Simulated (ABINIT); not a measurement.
# Ni (Fm-3m) in ABINIT: settings compared

The runs below take Ni through single point, with revPBE, PW91.

Program: ABINIT 10.8.3 (patched build). These are calculated values, not measurements. Logs are shortened: lines on timing, memory, paths and dates and some standing lists are left out, and cuts for length are marked. The log counts tension as positive stress, the text compression.

### 1 The structure

The structure is cubic, space group Fm-3m (No. 225). Conventional cell: a = 3.475 Å, b = 3.475 Å, c = 3.475 Å, α = 90.00°, β = 90.00°, γ = 90.00°. Ni (site symmetry m-3m) has 12 Ni at 2.46 Å as nearest neighbours.

### 2 Single point, revPBE, collinear spin, ferromagnetic start

run.abi

```
# Pseudopotentials
pp_dirpath "./"
pseudos "Ni.GGA_PBE-JTH.xml"

# Structure
acell 2.4572992075 2.4572992075 2.4572992075 Angstrom
rprim
     0.0000000000     0.7071067812     0.7071067812
     0.7071067812     0.0000000000     0.7071067812
     0.7071067812     0.7071067812     0.0000000000
ntypat 1
znucl 28
natom 1
typat 1
xred
     0.0000000000     0.0000000000     0.0000000000

# Plane-wave basis
ecut 1333.357926 eV
pawecutdg 73.5
pawxcdev 0

# k points
kptopt 1
ngkpt 13 13 13
nshiftk 1
shiftk 0.0 0.0 0.0

# Exchange and correlation
ixc 14

# Bands and occupations
nband 14
occopt 3
tsmear 0.05 eV

# Spin
nsppol 2
spinat
     0.0000000000     0.0000000000     1.0000000000

# SCF cycle
nstep 100
tolvrs 1.0e-9

# Output
iomode 3
prtwf 0
prtden 0
prteig 0
prtebands 0
```

Potentials or basis: JTH PAW PBE v2.0.

Command:

```bash
$ abinit run.abi > log 2>&1
```

run.abo:

```text
.Version 10.8.3 of ABINIT
 Symmetries : space group Fm -3 m (#225); Bravais cF (face-center cubic)
================================================================================
 Values of the parameters that define the memory need of the present run
     intxc =       0    ionmov =       0      iscf =      17    lmnmax =      18
     lnmax =       6     mgfft =      30  mpssoang =       3    mqgrid =    3001
     natom =       1  nloc_mem =       2    nspden =       2   nspinor =       1
    nsppol =       2      nsym =      48    n1xccc =       1    ntypat =       1
    occopt =       3   xclevel =       2
       mpw =        1185          nfft =       27000          nkpt =          84
 PAW method is used; the additional fine FFT grid is defined by:
   mgfftf=        36    nfftf =     46656
================================================================================
================================================================================

--------------------------------------------------------------------------------
------------- Echo of variables that govern the present computation ------------
--------------------------------------------------------------------------------
 -outvars: echo values of preprocessed input variables --------
            acell      4.6436225116E+00  4.6436225116E+00  4.6436225116E+00 Bohr
              amu      5.86900000E+01
             ecut      4.90000000E+01 Hartree
                       outvar_i_n : Printing only first  50 k-points.
              ixc          14
                       outvar_i_n : Printing only first  50 k-points.
         kptrlatt       13    0    0      0   13    0      0    0   13
          kptrlen      6.03670927E+01
            natom           1
            nband          14
            ngfft          30      30      30
          ngfftdg          36      36      36
             nkpt          84
           nspden           2
           nsppol           2
            nstep         100
             nsym          48
           ntypat           1
                       prtocc : prtvol=0, do not print more k-points.
                       1.000000  1.000000  1.000000  1.000000  1.000000  1.000000
                       1.000000  1.000000  1.000000  0.000000  0.000000  0.000000
                       0.000000  0.000000
                       1.000000  1.000000  1.000000  1.000000  1.000000  1.000000
                       1.000000  1.000000  1.000000  0.000000  0.000000  0.000000
                       0.000000  0.000000
                       1.000000  1.000000  1.000000  1.000000  1.000000  1.000000
                       1.000000  1.000000  1.000000  0.000000  0.000000  0.000000
                       0.000000  0.000000
                       1.000000  1.000000  1.000000  1.000000  1.000000  1.000000
                       1.000000  1.000000  1.000000  0.000000  0.000000  0.000000
                       0.000000  0.000000
                       1.000000  1.000000  1.000000  1.000000  1.000000  1.000000
                       1.000000  1.000000  1.000000  0.000000  0.000000  0.000000
                       0.000000  0.000000
                       1.000000  1.000000  1.000000  1.000000  1.000000  1.000000
                       1.000000  1.000000  1.000000  0.000000  0.000000  0.000000
[... 118 lines left out ...]
                       1.000000  1.000000  1.000000  1.000000  1.000000  1.000000
                       1.000000  1.000000  1.000000  0.000000  0.000000  0.000000
                       0.000000  0.000000
                       1.000000  1.000000  1.000000  1.000000  1.000000  1.000000
                       1.000000  1.000000  1.000000  0.000000  0.000000  0.000000
                       0.000000  0.000000
                       1.000000  1.000000  1.000000  1.000000  1.000000  1.000000
                       1.000000  1.000000  1.000000  0.000000  0.000000  0.000000
                       0.000000  0.000000
                       1.000000  1.000000  1.000000  1.000000  1.000000  1.000000
                       1.000000  1.000000  1.000000  0.000000  0.000000  0.000000
                       0.000000  0.000000
                       1.000000  1.000000  1.000000  1.000000  1.000000  1.000000
                       1.000000  1.000000  1.000000  0.000000  0.000000  0.000000
                       0.000000  0.000000
                       prtocc : prtvol=0, do not print more k-points.
           occopt           3
        pawecutdg      7.35000000E+01 Hartree
         pawxcdev           0
           prtden           0
        prtebands           0
           prteig           0
            prtwf           0
            rprim      0.0000000000E+00  7.0710678120E-01  7.0710678120E-01
                       7.0710678120E-01  0.0000000000E+00  7.0710678120E-01
                       7.0710678120E-01  7.0710678120E-01  0.0000000000E+00
          spgroup         225
           spinat      0.0000000000E+00  0.0000000000E+00  1.0000000000E+00
           tolvrs      1.00000000E-09
           tsmear      1.83746611E-03 Hartree
            typat      1
           useylm           1
                       outvars : Printing only first  50 k-points.
            znucl       28.00000

================================================================================

 chkinp: Checking input parameters for consistency.

================================================================================
== DATASET  1 ==================================================================

--- !DatasetInfo
iteration_state: {dtset: 1, }
dimensions: {natom: 1, nkpt: 84, mband: 14, nsppol: 2, nspinor: 1, nspden: 2, mpw: 1185, }
cutoff_energies: {ecut:  49.0, pawecutdg:  73.5, }
[... 48 lines left out ...]
 ETOT  3  -170.78289274609     9.119E-02 4.894E-02 1.611E+00 2.398E-01 6.332E-01
 ETOT  4  -170.78383611410    -9.434E-04 1.468E-02 6.638E+00 1.212E-02 6.211E-01
 ETOT  5  -170.78149985230     2.336E-03 3.317E-03 8.523E-01 2.679E-02 6.479E-01
 ETOT  6  -170.78123294834     2.669E-04 2.497E-03 1.149E-01 1.394E-02 6.618E-01
 ETOT  7  -170.78120350900     2.944E-05 1.483E-03 2.176E-03 1.018E-02 6.720E-01
 ETOT  8  -170.78120385103    -3.420E-07 7.356E-04 1.178E-03 1.206E-04 6.721E-01
 ETOT  9  -170.78120363002     2.210E-07 3.242E-04 3.120E-04 1.491E-03 6.736E-01
 ETOT 10  -170.78120352871     1.013E-07 2.054E-04 9.848E-06 2.555E-04 6.733E-01
 ETOT 11  -170.78120352758     1.132E-09 1.011E-04 1.785E-06 3.619E-05 6.734E-01
 ETOT 12  -170.78120352699     5.905E-10 6.174E-05 2.107E-09 3.548E-05 6.734E-01
 ETOT 13  -170.78120352700    -1.083E-11 3.056E-05 3.233E-10 5.269E-07 6.734E-01

 At SCF step   13       nres2   =  3.23E-10 < tolvrs=  1.00E-09 =>converged.

 Cartesian components of stress tensor (hartree/bohr^3)
  sigma(1 1)= -4.31112676E-04  sigma(3 2)=  0.00000000E+00
  sigma(2 2)= -4.31112676E-04  sigma(3 1)=  0.00000000E+00
  sigma(3 3)= -4.31112676E-04  sigma(2 1)=  0.00000000E+00

--- !ResultsGS
iteration_state: {dtset: 1, }
comment   : Summary of ground state results
lattice_vectors:
- [  0.0000000,   3.2835370,   3.2835370, ]
- [  3.2835370,   0.0000000,   3.2835370, ]
- [  3.2835370,   3.2835370,   0.0000000, ]
lattice_lengths: [   4.64362,    4.64362,    4.64362, ]
lattice_angles: [ 60.000,  60.000,  60.000, ] # degrees, (23, 13, 12)
lattice_volume:   7.0803663E+01
convergence: {deltae: -1.083E-11, res2:  3.233E-10, residm:  3.056E-05, diffor: null, }
etotal    :  -1.70781204E+02
entropy   :   0.00000000E+00
fermie    :   4.50239257E-01
cartesian_stress_tensor: # hartree/bohr^3
- [ -4.31112676E-04,   0.00000000E+00,   0.00000000E+00, ]
- [  0.00000000E+00,  -4.31112676E-04,   0.00000000E+00, ]
- [  0.00000000E+00,   0.00000000E+00,  -4.31112676E-04, ]
pressure_GPa:   1.2684E+01
xred      :
- [  0.0000E+00,   0.0000E+00,   0.0000E+00, Ni]
cartesian_forces: # hartree/bohr
- [ -0.00000000E+00,  -0.00000000E+00,  -0.00000000E+00, ]
force_length_stats: {min:   0.00000000E+00, max:   0.00000000E+00, mean:   0.00000000E+00, }
...

 Integrated electronic and magnetization densities in atomic spheres:
 ------------------------------------------------------------------------------------------------------------
 Radius=ratsph(iatom), smearing ratsm=  0.0000. Diff(up-dn)=approximate z local magnetic moment.
    Atom    Radius    up_density   dn_density  Total(up+dn)  Diff(up-dn)
    1 Ni   1.81432     8.260303     7.586886     15.847189     0.673417
 ------------------------------------------------------------------------------------------------------------
  Sum:                 8.260303     7.586886     15.847189     0.673417
 Total magnetization (from the atomic spheres):                0.673417
 Total magnetization (exact up - dn):                          0.629959

================================================================================

 ----iterations are completed or convergence reached----

 Mean square residual over all n,k,spin=   20.937E-09; max=  30.562E-06
 reduced coordinates (array xred) for    1 atoms
       0.000000000000      0.000000000000      0.000000000000
 rms dE/dt=  0.0000E+00; max dE/dt=  0.0000E+00; dE/dt below (all hartree)
    1       0.000000000000      0.000000000000      0.000000000000

 cartesian coordinates (angstrom) at end:
    1      0.00000000000000     0.00000000000000     0.00000000000000

 cartesian forces (hartree/bohr) at end:
    1     -0.00000000000000    -0.00000000000000    -0.00000000000000
 frms,max,avg= 0.0000000E+00 0.0000000E+00   0.000E+00  0.000E+00  0.000E+00 h/b

 cartesian forces (eV/Angstrom) at end:
    1     -0.00000000000000    -0.00000000000000    -0.00000000000000
 frms,max,avg= 0.0000000E+00 0.0000000E+00   0.000E+00  0.000E+00  0.000E+00 e/A
 length scales=  4.643622511585  4.643622511585  4.643622511585 bohr
              =  2.457299207500  2.457299207500  2.457299207500 angstroms
 Fermi (or HOMO) energy (hartree) =   0.45024   Average Vxc (hartree)=  -0.49208
 Magnetization (Bohr magneton)=  6.29958370E-01
 Total spin up =  9.31497918E+00   Total spin down =  8.68502082E+00
 Eigenvalues (hartree) for nkpt=  84  k points, SPIN UP:
 kpt#   1, nband= 14, wtk=  0.00046, kpt=  0.0000  0.0000  0.0000 (reduced coord)
  -3.36754   -1.90433   -1.90433   -1.90433    0.10462    0.35563    0.35563    0.35563
   0.40171    0.40171    1.32413    1.48033    1.48033    1.48033
      occupation numbers for kpt#   1
   1.00000    1.00000    1.00000    1.00000    1.00000    1.00000    1.00000    1.00000
   1.00000    1.00000    0.00000    0.00000    0.00000    0.00000
 prteigrs : prtvol=0 or 1, do not print more k-points.

 Eigenvalues (hartree) for nkpt=  84  k points, SPIN DOWN:
 kpt#   1, nband= 14, wtk=  0.00046, kpt=  0.0000  0.0000  0.0000 (reduced coord)
  -3.33665   -1.87393   -1.87393   -1.87393    0.10272    0.38421    0.38421    0.38421
   0.42367    0.42367    1.31746    1.47902    1.47902    1.47902
      occupation numbers for kpt#   1
   1.00000    1.00000    1.00000    1.00000    1.00000    1.00000    1.00000    1.00000
   1.00000    1.00000    0.00000    0.00000    0.00000    0.00000
 prteigrs : prtvol=0 or 1, do not print more k-points.

--- !EnergyTerms
iteration_state     : {dtset: 1, }
comment             : Components of total free energy in Hartree
kinetic             :  2.89541012760605E+01
hartree             :  3.92300284498281E+01
xc                  : -6.68599651457275E+00
Ewald energy        : -1.13101765475609E+02
psp_core            :  5.59096075346530E+00
local_psp           : -1.19063066084520E+02
PAW spherical_terms : -5.70501459582782E+00
internal            : -1.70780752191177E+02
'-kT*entropy'       : -4.56996326483948E-04
total_energy        : -1.70781209187503E+02
total_energy_eV     : -4.64719344675683E+03
...

--- !EnergyTermsDC
iteration_state     : {dtset: 1, }
comment             : '"Double-counting" decomposition of free energy'
band_energy         : -1.44619346521488E+01
Ewald energy        : -1.13101765475609E+02
psp_core            :  5.59096075346530E+00
xc_dc               : -3.72310925167055E+01
PAW spherical_terms : -1.15769146396735E+01
internal            : -1.70780746530672E+02
'-kT*entropy'       : -4.56996326483948E-04
total_energy_dc     : -1.70781203526998E+02
total_energy_dc_eV  : -4.64719329272665E+03
...

--- !EnergyTermsWithPAWCore
iteration_state     : {dtset: 1, }
comment             : 'Components of total free energy, including PAW core contributions'
Total energy        : -1.52092647654344E+03
Total energy DC     : -1.52092647088294E+03
Total energy (eV)   : -4.13865178049626E+04
Total energy DC (eV): -4.13865176509325E+04
...

 Cartesian components of stress tensor (hartree/bohr^3)
  sigma(1 1)= -4.31112676E-04  sigma(3 2)=  0.00000000E+00
  sigma(2 2)= -4.31112676E-04  sigma(3 1)=  0.00000000E+00
  sigma(3 3)= -4.31112676E-04  sigma(2 1)=  0.00000000E+00

-Cartesian components of stress tensor (GPa)         [Pressure=  1.2684E+01 GPa]
- sigma(1 1)= -1.26837728E+01  sigma(3 2)=  0.00000000E+00
- sigma(2 2)= -1.26837728E+01  sigma(3 1)=  0.00000000E+00
- sigma(3 3)= -1.26837728E+01  sigma(2 1)=  0.00000000E+00

== END DATASET(S) ==============================================================
================================================================================

 -outvars: echo values of variables after computation  --------
            acell      4.6436225116E+00  4.6436225116E+00  4.6436225116E+00 Bohr
           etotal     -1.7078120353E+02
            fcart     -0.0000000000E+00 -0.0000000000E+00 -0.0000000000E+00
            rprim      0.0000000000E+00  7.0710678120E-01  7.0710678120E-01
                       7.0710678120E-01  0.0000000000E+00  7.0710678120E-01
                       7.0710678120E-01  7.0710678120E-01  0.0000000000E+00
           strten     -4.3111267576E-04 -4.3111267576E-04 -4.3111267576E-04
                       0.0000000000E+00  0.0000000000E+00  0.0000000000E+00
 Calculation completed.
```

It took 74 s on 1 thread of Arm Neoverse V2, shared host; peak memory 0.17 GiB.

Results:

| Quantity | Value |
| --- | --- |
| Free energy | -4647.1933 eV |
| Pressure | 12.7 GPa |
| Band gap on the k mesh | none (metal or under the smearing width) |
| Net moment | 0.63 μB per cell |
| Site moments | Ni +0.67 μB |
| Valence electrons inside the program's atomic spheres | Ni 15.85 (radii [0.9601] Å) |

Levels at points of the mesh, in eV from the Fermi level:
Spin up:
```tsv
k point	band 5	band 6	band 7	band 8	band 9	band 10	band 11	band 12	band 13	band 14
(0.00, 0.00, 0.00)	-9.40	-2.57	-2.57	-2.57	-1.32	-1.32	23.78	28.03	28.03	28.03
```
Spin down:
| k point | band 6 | band 7 | band 8 | band 9 | band 10 | band 11 | band 12 | band 13 |
| --- | --- | --- | --- | --- | --- | --- | --- | --- |
| (0.00, 0.00, 0.00) | -1.80 | -1.80 | -1.80 | -0.72 | -0.72 | 23.60 | 27.99 | 27.99 |

Caveat: the PAW data sets were made with another functional, which shifts forces and pressure a little.

(Part 1 of 2 ends here.)
